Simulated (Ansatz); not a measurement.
## Deforming Li

```yaml
crystal:
  lattice:
    - [-1.75000, 1.75000, 1.75000]
    - [1.75000, -1.75000, 1.75000]
    - [1.75000, 1.75000, -1.75000]
  atoms:
    - { symbol: Li, position: [0.00000, 0.00000, 0.00000] }
```

The conventional cell has a = 3.500 Å, b = 3.500 Å, c = 3.500 Å, α = 90.00°, β = 90.00°, γ = 90.00°. Li (atom 1) has 8 Li at 3.03 Å as nearest neighbours.

The cell is a measured one (Crystallography Open Database entry 9011628); the temperature and pressure of the measurement aren't taken into account, and nothing was relaxed.

The calculation used DFT, PBE, all-electron LAPW, scalar-relativistic in Ansatz 0.2.0.

Sampling and basis: a Γ-centred 15×15×15 k mesh, Fermi–Dirac smearing of 0.08 eV, basis error target 0.25 meV/atom, no spin polarisation.

The unchanged cell is at -0.70 GPa.

In a metal, stresses and small energies carry noise from the k mesh.

x, y and z are the Cartesian axes of the cell as listed; fractional coordinates follow a strain, and an engineering shear is twice the off-diagonal strain component.

Question: One change gave: energy change under 1 meV/atom; stress change (xx, yy, zz, yz, xz, xy) 0.00, 0.00, 0.00, -0.09, -0.09, -0.09 GPa, compression positive. Which change was it?
A. equal xy, yz and zx engineering shear strains of -1 %
B. equal xy, yz and zx engineering shear strains of +1 %
C. equal xy, yz and zx engineering shear strains of -2 %
D. equal xy, yz and zx engineering shear strains of +2 %
E. equal xy, yz and zx engineering shear strains of -3 %
F. z strained by +4 % at fixed volume
G. equal xy, yz and zx engineering shear strains of +3 %

Answer: B. For z strained by +4 % at fixed volume: energy change under 1 meV/atom; stress change (xx, yy, zz, yz, xz, xy) -0.03, -0.03, 0.04, 0.00, 0.00, 0.00 GPa, compression positive. For equal xy, yz and zx engineering shear strains of -3 %: energy change +2 meV/atom; stress change (xx, yy, zz, yz, xz, xy) 0.01, 0.01, 0.01, 0.36, 0.36, 0.36 GPa, compression positive. For equal xy, yz and zx engineering shear strains of -1 %: energy change under 1 meV/atom; stress change (xx, yy, zz, yz, xz, xy) 0.00, 0.00, 0.00, 0.11, 0.11, 0.11 GPa, compression positive. For equal xy, yz and zx engineering shear strains of +2 %: energy change under 1 meV/atom; stress change (xx, yy, zz, yz, xz, xy) 0.00, 0.00, 0.00, -0.18, -0.18, -0.18 GPa, compression positive. For equal xy, yz and zx engineering shear strains of -2 %: energy change under 1 meV/atom; stress change (xx, yy, zz, yz, xz, xy) 0.00, 0.00, 0.00, 0.23, 0.23, 0.23 GPa, compression positive. For equal xy, yz and zx engineering shear strains of +3 %: energy change +2 meV/atom; stress change (xx, yy, zz, yz, xz, xy) 0.01, 0.01, 0.01, -0.25, -0.25, -0.25 GPa, compression positive.
